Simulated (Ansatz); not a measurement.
The system is Al.

```
Al
1.0
     0.00000    2.02481    2.02481
     2.02481    0.00000    2.02481
     2.02481    2.02481    0.00000
Al
1
Cartesian
  0.0000 0.0000 0.0000
```

| Quantity | Value |
| --- | --- |
| Program | Ansatz 0.2.0 |
| Task | single point |
| Functional | PBE |
| Potentials or basis | all-electron LAPW, scalar-relativistic |
| Cutoff | 130 eV (chosen from the basis error) |
| Basis error allowed | 0.001 eV/atom |
| k mesh | 11 × 11 × 11 |
| Occupations | fermi-dirac, width 0.05 eV |
| Spin | no spin polarisation |

On this cell: pressure -0.4 GPa; band gap on the k mesh none (metal or under the smearing width).

The same run follows on a disturbed copy (cell strained at random at fixed volume):

```
Al
1.0
     0.04789    1.96914    2.02685
     2.04326   -0.00835    2.08310
     2.04058    2.02271   -0.00568
Al
1
Direct
  0.00598 0.98688 0.02117
```

Question: What changes?

Answer: The energy (extrapolated to zero smearing) moves by +4.7 meV/atom; pressure -0.2 GPa; band gap on the k mesh none (metal or under the smearing width).

Stress tensor (GPa, compression positive):
```
 0.65 -0.73 -1.15
-0.73  0.55  1.52
-1.15  1.52 -1.90
```
